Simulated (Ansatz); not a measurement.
The system is BN.

```
CELL_PARAMETERS angstrom
0.00000 1.81300 1.81300
1.81300 0.00000 1.81300
1.81300 1.81300 0.00000
ATOMIC_POSITIONS crystal
N 0.25000 0.25000 0.25000
B 0.00000 0.00000 0.00000
```

The cell is a database's computed one.

Below is the output of Ansatz 0.2.0 for this cell. Logs are shortened: lines on timing, memory, paths and dates and some standing lists are left out, and cuts for length are marked.

```text
Warning: RAYON_NUM_THREADS=1 ignored (pool sized by the plan → 1); use --threads N
LAPW: plane waves up to 10.817 Å⁻¹, error target 1.0e-3 eV per atom; small_component_spin mean_spin; B in spheres of 0.738 Å, 5 of its electrons in bands, Dirac shells []; N in spheres of 0.832 Å, 7 of its electrons in bands, Dirac shells [] (how accurate: hamiltonian.pseudopotentials.lapw.basis_error, Limitations)
Engine: ansatz 0.2.0, aarch64-unknown-linux-gnu
Pseudopotentials: kind: all_electron
Pseudopotential: N, LAPW, valence charge 7, lapw/all_electron/scalar/gaussian/N, Koelling and Harmon's equation, gaussian nucleus
Pseudopotential: B, LAPW, valence charge 5, lapw/all_electron/scalar/gaussian/B, Koelling and Harmon's equation, gaussian nucleus
Functional definition: PBE
  parameter kappa = 0.804
  parameter beta = 0.06672455060314922
  exchange = pbe_x(kappa = kappa, mu = beta*pi^2/3)
  correlation = pbe_c(beta = beta)
Crystal: 2 atoms, lattice volume = 11.919 Å³
Basis set: ecut = 445.82495110096903 eV, 259 PW (Γ), exchange–correlation at level 2
Bands: 10, of which v1, the nominal top of the filled ones, is band 6 counted from 1 (5 counted from 0)
Symmetry: 24 space group operations
Space group: F-43m (ITA 216), of the structure as read, at distance tolerance 2.3e-5 Å
k-points: 84 of 2197 (time reversal used)
Non-local potential: N, projectors of the file, none
Non-local potential: B, projectors of the file, none
Initial density: superposition of atomic densities (chi_scale 0.1, normalization cell, long waves kept (reshape's long-wave potential 0.00 eV rms))
Initial wavefunctions: plane waves of lowest kinetic energy (no species holds an atomic orbital)
Functional: x = pbe(κ = 0.804, μ = 0.2195149727645171), c = pbe(β = 0.06672455060314922)
iter 1 solved again at ethr=1.80e-2 eV; its pass at ethr=1.00e-1 eV (dr2=2.15e0 eV) is discarded
SCF iter   1: F=—  HF=-2169.610830 eV  |F-HF|=—  |Δ(HF+E_count)|=         —  Δρ=1.51e-1  dr2=2.15e0  ethr=1.80e-2  ⟨swp⟩=2.0  Hψ=6451  notcnv=0
preconditioner: auto → none  [insulator: Δε(μ)=6.082 eV  Ē_g=20.338 eV  σ=0.023 eV  W_gap=1.00  n_scr=0 (ndim 8)  ℏωp=30.4 eV  f_vac=0.000  D(μ)=0.00/eV (n_scr^D=0)  ε∞_Penn≈3.2]
iter 2 solved again at ethr=1.78e-3 eV; its pass at ethr=1.79e-2 eV (dr2=2.14e-1 eV) is discarded
SCF iter   2: F=—  HF=-2168.771945 eV  |F-HF|=—  |Δ(HF+E_count)|=   8.39e-1  Δρ=5.23e-2  dr2=2.15e-1  ethr=1.78e-3  ⟨swp⟩=2.0  Hψ=4469  notcnv=0
SCF iter   3: F=—  HF=-2168.695057 eV  |F-HF|=—  |Δ(HF+E_count)|=   7.69e-2  Δρ=2.40e-2  dr2=4.77e-2  ethr=1.78e-3  ⟨swp⟩=2.1  Hψ=2535  notcnv=0
SCF iter   4: F=—  HF=-2168.690283 eV  |F-HF|=—  |Δ(HF+E_count)|=         —  Δρ=8.27e-3  dr2=5.80e-3  ethr=3.98e-4  ⟨swp⟩=2.0  Hψ=2518  notcnv=0
the basis was enlarged: its passes take 45.4 KiB over the memory plan, 1 of 1 planned eigensolver slots
SCF iter   5: F=—  HF=-2168.689910 eV  |F-HF|=—  |Δ(HF+E_count)|=   3.73e-4  Δρ=1.35e-3  dr2=1.62e-4  ethr=4.83e-5  ⟨swp⟩=2.0  Hψ=2520  notcnv=0
SCF iter   6: F=—  HF=-2168.689915 eV  |F-HF|=—  |Δ(HF+E_count)|=   4.64e-6  Δρ=1.04e-4  dr2=1.04e-6  ethr=1.35e-6  ⟨swp⟩=2.0  Hψ=2184  notcnv=0
SCF iter   7: F=-2168.689915 eV  HF=-2168.689915 eV  |F-HF|=2.57e-10  |Δ(HF+E_count)|=   2.59e-7  Δρ=3.05e-6  dr2=8.40e-10  ethr=8.63e-9  ⟨swp⟩=2.6  Hψ=2251  notcnv=0
SCF 1 converged in 7 iterations: F = -2168.689915 eV  dr2 = 8.40e-10
SCF converged after 7 iterations
Free energy (F): -2168.689915 eV
Harris-Foulkes:  -2168.689915 eV  (|F-HF|=2.57e-10)
Internal energy: -2168.689915 eV  (E = F + TS)
E sigma→0 (E₀):  -2168.689915 eV
Fermi energy:    13.581334 eV
--- Per-component energies (eV) ---
  E_band       = -1022.477505
  E_kinetic    = 2161.346899
  E_xc         = -300.220882
  E_electrostatic = -4029.815932  (all electrons and nuclei)
  E_smearing   = -0.000000  (= −TS)
  E_closure    = 0.000000  (closes the sum)
  E_atoms      = -2151.229577  (free atoms, spherical and without spin; not in F)
  Σ components = -2168.689915   (vs F -2168.689915, Δ=0.00e0)
  Basis errors (estimates in eV, not in F): energy 5.4e-4 per atom: plane waves 5.2e-4 (3.2e-4 summed), levels above the bands 0.0e0, relativity 1.8e-8, radial functions 1.8e-5, core shells 0.0e0; eigenvalues (radial functions only) 5.6e-6; not estimated: angular momenta, meshes, grids; target (lapw.basis_error) 1.0e-3; muffin-tin radii B 0.738 Å, N 0.832 Å
--- Forces (eV/Å), atoms counted from 1 ---
  atom   1  N     -0.00000000     0.00000000     0.00000000
  atom   2  B      0.00000000     0.00000000     0.00000000
  max |Σ_I F_I| component: 5.55e-17 eV/Å
--- Stress (GPa, compression-positive) ---
       -0.409291       0.000000       0.000000
        0.000000      -0.409291       0.000000
        0.000000       0.000000      -0.409291
  P = ⅓ Tr σ = -0.4093 GPa (-4.093 kbar)
--- Band table (eV; the first three rows and the last of 84) ---
  k-point 0: bands = ["-363.8800", "-161.3075", "-8.8094", "11.3156", "11.3156", "11.3156", "20.0995", "20.0995", "20.0995", "21.5212"]
  k-point 1: bands = ["-363.8800", "-161.3075", "-8.6665", "10.5338", "11.1619", "11.1619", "20.2722", "20.3329", "20.3329", "22.0113"]
  k-point 2: bands = ["-363.8800", "-161.3075", "-8.2424", "8.6831", "10.7772", "10.7772", "20.5422", "20.8967", "20.8967", "23.2085"]
  k-point 83: bands = ["-363.8800", "-161.3074", "-3.0683", "3.5393", "4.4301", "5.3264", "20.7501", "24.2483", "25.3416", "26.7517"]
```

What input gives this log?

Single point with PBE, no spin polarisation. The files as run (others can give the same):

input.yaml
```yaml
crystal:
  lattice:
    - [0.0, 1.813001, 1.813001]
    - [1.813001, 0.0, 1.813001]
    - [1.813001, 1.813001, 0.0]
  atoms:
    - { symbol: "N", position: [0.25, 0.25, 0.25] }
    - { symbol: B, position: [0.0, 0.0, 0.0] }
kpoints:
  mp_grid: { grid: [13, 13, 13] }
scf:
  occupations: { method: gaussian, width: 0.023 }
hamiltonian:
  xc: pbe
  pseudopotentials: { kind: all_electron, lapw: { basis_error: 0.001 } }
output:
  forces: true
  stress: true
  eigenvalues: true
```

Potentials or basis: all-electron LAPW, scalar-relativistic.
The run is started by
```bash
$ ansatz run input.yaml --threads 1 --pin off --max-ram 3072MiB --backend cpu --events-out ev --progress --plain --runs-dir out
```

Caveat: an odd mesh through Γ misses points on the zone boundary, where band edges often lie.
